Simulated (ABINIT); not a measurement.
Write the native input for ABINIT 10.8.3 (patched build) that does the following.

* Task: equation of state
* Functional: PBE
* Potentials or basis: JTH PAW PBE v2.0
* Cutoff: 626 eV
* k mesh: 7 × 7 × 6
* Occupations: fermi-dirac, width 0.05 eV
* Spin: no spin polarisation
* Fine-grid cutoff: 1224.51 eV
* Exchange and correlation inside the PAW spheres: full angular mesh (pawxcdev 0, this build's default; the released program takes 1)

SnO:

```
Sn O
1.0
     3.81370    0.00000    0.00000
     0.00000    3.81370    0.00000
     0.00000    0.00000    4.88691
Sn O
2 2
Cartesian
  1.9068 0.0000 3.7367
  0.0000 1.9068 1.1503
  0.0000 0.0000 0.0000
  1.9068 1.9068 0.0000
```

The cell is a database's computed one.

These files were run (other wordings do the same):

run.abi

```
ndtset 7
getwfk -1
scalecart1 3*0.9795861087
scalecart2 3*0.9864848297
scalecart3 3*0.9932883884
scalecart4 3*1.0000000000
scalecart5 3*1.0066227096
scalecart6 3*1.0131594038
scalecart7 3*1.0196128224

pp_dirpath "./"
pseudos "Sn.GGA_PBE-JTH.xml, O.GGA_PBE-JTH.xml"

acell 3.81369522 3.81369522 4.8869133 Angstrom
rprim
     1.0000000000     0.0000000000     0.0000000000
     0.0000000000     1.0000000000     0.0000000000
     0.0000000000     0.0000000000     1.0000000000
ntypat 2
znucl 50 8
natom 4
typat 1 1 2 2
xred
     0.5000000000     0.0000000000     0.7646261400
     0.0000000000     0.5000000000     0.2353738600
     0.0000000000     0.0000000000     0.0000000000
     0.5000000000     0.5000000000     0.0000000000

ecut 23.0
pawecutdg 45.0

kptopt 1
ngkpt 7 7 6
nshiftk 1
shiftk 0.0 0.0 0.0

ixc 11

nband 24
occopt 3
tsmear 0.00183747

nstep 100
tolvrs 1.0e-9

iomode 3
prtwf 1
prtden 0
prteig 0
prtebands 0
enunit 2
```

Potentials or basis: JTH PAW PBE v2.0.

Run with:

```sh
$ abinit run.abi > log 2>&1
```

It gave:

```json
{
 "Equilibrium volume": "18.45 Å³/atom",
 "Bulk modulus at fixed shape and positions": "83 GPa",
 "Pressure derivative of the bulk modulus": "4.4 (rough: it moves with the points fitted)"
}
```

Caveat: pressures at fixed basis lie under the slope of the energies; the cell was scaled at fixed shape and fractional positions, which overstates the stiffness of a crystal with free parameters, most of all of layers and chains.

Wall time 11 min on 1 thread of Arm Neoverse V1, on a shared host, peak memory 0.21 GiB.
